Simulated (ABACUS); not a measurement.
TePt:

```
Pt Te
1.0
     1.98157    1.14406    6.66103
    -1.98157    1.14406    6.66103
     0.00000   -2.28812    6.66103
Pt Te
2 2
Direct
  0.12967 0.12967 0.12967
  0.87033 0.87033 0.87033
  0.40200 0.40200 0.40200
  0.59800 0.59800 0.59800
```

* Program: ABACUS 3.10.1
* Task: single point
* Functional: PBEsol
* Potentials or basis: PseudoDojo NC SR 0.4.1 PBEsol standard
* Cutoff: 1143 eV
* Density cutoff: 4572 eV
* Basis: plane waves
* k mesh: 8 × 8 × 8
* Occupations: fermi-dirac, width 0.05 eV
* Spin: no spin polarisation

On this cell: pressure 0.1 GPa; largest force 0.289 eV/Å; band gap on the k mesh none (metal or under the smearing width).

The same run follows on a disturbed copy (atoms moved at random, drawn with an rms of 0.05 Å):

```xyz
4
Lattice="1.9816 1.1441 6.6610 -1.9816 1.1441 6.6610 0.0000 -2.2881 6.6610" Properties=species:S:1:pos:R:3 pbc="T T T"
Pt   -0.0211    0.0222    2.5663
Pt   -0.0538    0.0106   17.4149
Te    0.0135   -0.0003    8.0384
Te   -0.0035   -0.0112   11.9243
```

Question: What does the disturbed cell give?

Answer: The energy (extrapolated to zero smearing) moves by +14.1 meV/atom; pressure 1.1 GPa; largest force 1.028 eV/Å; band gap on the k mesh none (metal or under the smearing width).

Forces in eV/Å, atoms in the order of the input:
```
Pt   0.128 -0.234  0.678
Pt   0.605 -0.158 -0.817
Te  -0.279  0.174 -0.389
Te  -0.453  0.218  0.528
```

Stress tensor (GPa, compression positive):
```
 1.53 -0.08  0.03
-0.08  1.24  0.23
 0.03  0.23  0.41
```
